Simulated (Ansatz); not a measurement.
Below is a relaxed structure of SiNi. The cell was found from a structure generator's guess, not taken from experiment.

These are results of DFT PBE, scalar-relativistic, plane waves, PAW in Ansatz 0.2.0, not measurements. Cutoff 420 eV, Γ-centred mesh, Gaussian smearing, no spin polarisation.

```
Si Ni
1.0
     0.00000    2.87557    2.87557
     2.87557    0.00000    2.87557
     2.87557    2.87557    0.00000
Si Ni
2 2
Cartesian
  0.0000 0.0000 0.0000
  1.4378 1.4378 1.4378
  4.3134 4.3134 4.3134
  2.8756 2.8756 2.8756
```

The zero of energy is the elements' standard structures at the same level; no fitted shifts are applied.

Task: What space group does it have?

Result: Fd-3m (No. 227), the NaTl (B32) type. Conventional cell: a = 5.751 Å. Around Si lie 4 Ni at 2.49 Å, 4 Si at 2.49 Å and 6 Ni at 2.88 Å; Ni is surrounded by 4 Si at 2.49 Å, 4 Ni at 2.49 Å and 6 Si at 2.88 Å.

Task: What is its formation energy per atom?

Result: 0.00 eV/atom. The formation energy is too near zero to say whether this cell lies below the elements.

Task: Is it a metal?

Result: Yes, bands cross the Fermi level on the 14×14×14 mesh.

The last run used a 14×14×14 mesh for its 4-atom cell and Gaussian smearing of 0.10 eV. The k mesh leaves some 4 meV/atom of noise in the energy of each metallic cell. Trial moments died out on the coarse mesh, so the last step has no spin; another magnetic start might hold. A structure relaxed within its symmetry needn't be a true minimum. Another cell of SiNi relaxed alike, in Pmmn (a cell as deposited in COD), lies 0.46 eV/atom lower, so this cell isn't the stable form at this level.
